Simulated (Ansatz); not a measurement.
# CaSe: the band gap up the ladder of functionals

An exercise on one series of results from a longer session: the logs are not shown, and one member is left open.

Program: Ansatz 0.2.0. PAW datasets, plane waves. Calculated at 0 K for a non-magnetic cell.

### The structure to begin with

The cell was relaxed beforehand with r2SCAN.

The symmetry is Fm-3m (No. 225, cubic); a = 5.935 Å in the conventional setting, 26.13 Å³ an atom. Around Ca lie 6 Se at 2.97 Å; around Se lie 6 Ca at 2.97 Å.

Structure file:

```cif
data_structure
_symmetry_space_group_name_H-M 'Fm-3m'
_symmetry_Int_Tables_number 225
_cell_length_a 5.9351
_cell_length_b 5.9351
_cell_length_c 5.9351
_cell_angle_alpha 90.000
_cell_angle_beta 90.000
_cell_angle_gamma 90.000
_cell_volume 209.06
loop_
_atom_site_label
_atom_site_type_symbol
_atom_site_symmetry_multiplicity
_atom_site_Wyckoff_symbol
_atom_site_fract_x
_atom_site_fract_y
_atom_site_fract_z
_atom_site_occupancy
Ca1 Ca 4 a 0.00000 0.00000 0.00000 1
Se1 Se 4 b 0.50000 0.00000 0.00000 1
```

The first run:

input.yaml reads:

```yaml
crystal:
  lattice:
    - [0.0, 2.9675264115, 2.9675264115]
    - [2.9675264115, 0.0, 2.9675264115]
    - [2.9675264115, 2.9675264115, 0.0]
  atoms:
    - { symbol: Ca, position: [0.0, 0.0, 0.0] }
    - { symbol: Se, position: [0.5, 0.5, 0.5] }
kpoints:
  mp_grid: { grid: [8, 8, 8] }
  band_path:
    path:
      - [[0.0, 0.0, 0.0], [0.5, -5.150765025936e-35, 0.5], [0.625, 0.25, 0.625]]
      - [[0.375, 0.375, 0.75], [0.0, 0.0, 0.0], [0.5, 0.5, 0.5], [0.5, 0.25, 0.75], [0.5, -5.150765025936e-35, 0.5]]
    npoints: 10
hamiltonian:
  xc: pbe
scf:
  occupations: { method: fermi_dirac, width: 0.02 }
  n_extra_bands: 4
output:
  forces: true
  stress: true
  eigenvalues: true
  write_density: true
  write_potential: true
  elf: true
  volumetric_format: npy
```

Run with:

```
$ ansatz run input.yaml --threads 2 --pin off --max-ram 29491MiB --backend cpu --events-out ev --progress --plain --runs-dir out
```

Among the steps run: Band structure with PBE; r2SCAN; HSE06; Single point with PBE+SOC; PBE0; LDA at the same geometry; G0W0 on PBE; Quasiparticle levels, G0W0@PBE; Single point with DDH-PBE0; HSE06+SOC at the same geometry; Single point with LC-ωPBE; r2SCANh.

One table of the session follows, with a row left open; its other results are not shown here.

```
                     level  gap (eV)
                       PBE      2.06
                    r2SCAN      2.52
                     HSE06      3.00
                   PBE+SOC      1.92
                      PBE0      3.68
                       LDA      1.90
G0W0@PBE (156 empty bands)      3.65
G0W0@PBE (387 empty bands)      3.77
                  DDH-PBE0      3.20
                 HSE06+SOC         ?
                   LC-ωPBE      7.64
                   r2SCANh      3.10
```

Estimate the missing values for HSE06+SOC.

As computed: gap (eV): 2.85. In the column «gap (eV)» it lies between r2SCAN (2.52) and HSE06 (3.00).

Meshes: PBE 8×8×8, r2SCAN 8×8×8, HSE06 6×6×6, PBE+SOC 8×8×8, PBE0 6×6×6, LDA 8×8×8, DDH-PBE0 6×6×6, HSE06+SOC 4×4×4, LC-ωPBE 6×6×6, r2SCANh 6×6×6.

Limits of these values: G0W0 here is at a finite number of bands, screening cutoff and k mesh, not at the basis limit. Warnings in the runs' records: stress scf threshold loose, stress exchange threshold loose.
